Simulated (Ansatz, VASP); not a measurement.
## Si: VASP beside Ansatz

```
Si
1.0
     0.00000    1.86230    1.86230
     1.86230    0.00000    1.86230
     1.86230    1.86230    0.00000
Si
1
Direct
  0.00000 0.00000 0.00000
```

Alike in both runs: task single point; functional PBE; k mesh 18 × 18 × 18; occupations gaussian, width 0.1 eV; no spin polarisation.

|  | VASP | Ansatz |
| --- | --- | --- |
| version | VASP 6.6.1 | Ansatz 0.2.0 |
| potentials or method | VASP PAW PBE potentials, release 64 (Si) | scalar-relativistic, plane waves, PAW |
| plane-wave cutoff (eV) | 520 | 420 |
| valence electrons in the cell | 4 | 4 |

|  | VASP | Ansatz | Ansatz less VASP |
| --- | --- | --- | --- |
| gap on the k mesh at the Fermi level (eV) | none | none | - |
| pressure (GPa) | 12.3 | 12.3 | +0.07 |

A gap of «none» marks a metal or a gap that the smearing closes.
